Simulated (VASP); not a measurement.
A run of VASP 6.6.1 is set up as follows.

The input INCAR:

```
SYSTEM = TiSe2
PREC = Accurate
ENCUT = 600
EDIFF = 1E-6
ISMEAR = 1
SIGMA = 0.1
LREAL = .False.
LASPH = .True.
NELM = 80
ALGO = Normal
ISIF = 3
LWAVE = .False.
LCHARG = .False.
IBRION = 2
NSW = 90
EDIFFG = -0.01
```

File KPOINTS:

```
Automatic mesh
0
Gamma
  12 12 6
  0 0 0
```

The input POSCAR:

```
TiSe2
1.0
    3.5360000000      0.0000000000      0.0000000000
   -1.7680000000      3.0622658278      0.0000000000
    0.0000000000      0.0000000000      6.0040000000
Ti Se
1 2
Direct
    0.0000000000      0.0000000000      0.0000000000
    0.3333333333      0.6666666667      0.2552000000
    0.6666666667      0.3333333333      0.7448000000
```

Potentials or basis: VASP PAW LDA potentials, release 64 (Ti_sv, Se).

Launch:

```bash
$ cat potpaw_LDA.64/Ti_sv/POTCAR potpaw_LDA.64/Se/POTCAR > POTCAR
$ mpirun -np 1 vasp_std > vasp.out
```

Task: What does it give for the space group after relaxing (to 0.05 Å)?

Result: P-3m1 (No. 164).

Task: Predict the relaxed cell.

Result: a = 3.440 Å, b = 3.440 Å, c = 5.801 Å, α = 90.00°, β = 90.00°, γ = 120.00°.

Task: Estimate the relaxed volume.

Result: 19.82 Å³/atom.

Task: Predict the band gap on the k mesh.

Result: None (metal or under the smearing width).

Stress tensor (GPa, compression positive):
```
 0.03  0.00  0.00
 0.00  0.03  0.00
 0.00  0.00 -0.05
```

LDA usually gives volumes a few per cent too small. Zero-point motion and thermal expansion aren't in these numbers.
